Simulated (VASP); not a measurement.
TiC: relaxation of cell and atoms with PBE+D3(BJ)

The system is TiC.

```xyz
2
Lattice="3.0421 0.0000 0.0000 -1.5210 2.6345 0.0000 0.0000 0.0000 2.6980" Properties=species:S:1:pos:R:3 pbc="T T T"
Ti    0.0000    0.0000    1.3490
C     0.0000    1.7564    0.0000
```

The cell was built by a generator and needn't be a form met in nature.

```json
{"Program": "VASP 6.6.1", "Task": "relaxation of cell and atoms", "Functional": "PBE", "Dispersion": "D3(BJ)", "Potentials or basis": "VASP PAW PBE potentials, release 64 (Ti_sv, C)", "Cutoff": "600 eV", "k mesh": "10 × 10 × 10", "Occupations": "fermi-dirac, width 0.05 eV", "Spin": "no spin polarisation", "Further INCAR settings": "ALGO = Normal; EDIFF = 1e-06; IBRION = 2; EDIFFG = -0.01; NSW = 60; ISIF = 3"}
```

```
Relaxed volume                         : 10.49 Å³/atom
Relaxed cell                           : a = 3.006 Å, b = 3.006 Å, c = 2.682 Å, α = 90.00°, β = 90.00°, γ = 120.00°
Space group after relaxing (to 0.05 Å) : P-6m2 (No. 187)
Energy gained by relaxing              : 6.1 meV/atom
Ionic steps                            : 6
Pressure after relaxing                : 0.0 GPa
Band gap on the k mesh                 : none (metal or under the smearing width)
Dispersion energy per atom             : -0.432 eV
```

Stress tensor (GPa, compression positive):
```
 0.04  0.00  0.00
 0.00  0.04  0.00
 0.00  0.00 -0.13
```

Step by step:
| step | energy change (eV) | largest force (eV/Å) | pressure (GPa) | volume (Å³) |
| --- | --- | --- | --- | --- |
| 1 | 0.0000 | 0.0001 | -6.30 | 21.62 |
| 2 | 0.0056 | 0.0000 | 8.22 | 20.32 |
| 3 | -0.0120 | 0.0001 | -0.10 | 21.02 |
| 4 | -0.0120 | 0.0001 | 0.00 | 21.01 |
| 5 | -0.0123 | 0.0000 | -0.04 | 21.00 |
| 6 | -0.0123 | 0.0000 | -0.02 | 20.99 |

Final structure:
```cif
data_structure
_symmetry_space_group_name_H-M 'P 1'
_symmetry_Int_Tables_number 1
_cell_length_a 3.0062
_cell_length_b 3.0062
_cell_length_c 2.6818
_cell_angle_alpha 90.000
_cell_angle_beta 90.000
_cell_angle_gamma 120.000
_cell_volume 20.99
loop_
_atom_site_label
_atom_site_type_symbol
_atom_site_fract_x
_atom_site_fract_y
_atom_site_fract_z
_atom_site_occupancy
Ti1 Ti 0.00000 0.00000 0.50000 1
C1 C 0.33333 0.66667 0.00000 1
```

Levels at points of the mesh, in eV from the Fermi level:
```csv
k point,band 4,band 5,band 6,band 7,band 8,band 9,band 10,band 11,band 12
"(0.00, 0.00, 0.00)",-32.12,-12.10,-1.58,-1.58,-0.98,2.34,3.48,3.48,5.89
"(0.50, 0.00, 0.00)",-32.07,-9.60,-4.93,-0.76,-0.35,0.31,3.16,3.65,3.95
"(0.50, 0.50, 0.00)",-32.07,-9.60,-4.93,-0.76,-0.35,0.31,3.16,3.65,3.95
"(0.00, 0.00, 0.50)",-32.50,-8.88,-5.68,-0.46,-0.46,1.19,1.19,4.90,4.90
"(0.50, 0.00, 0.50)",-32.59,-8.85,-4.06,-2.58,-2.24,1.56,3.46,4.55,5.86
"(0.50, 0.50, 0.50)",-32.59,-8.85,-4.06,-2.58,-2.24,1.56,3.46,4.55,5.86
```

It took 79 s on 1 thread of Intel(R) Xeon(R) Platinum 8488C (Sapphire Rapids), on a shared host, peak memory 0.21 GiB.

Caveat: pairwise dispersion overbinds metals, which lowers pressure and volume.
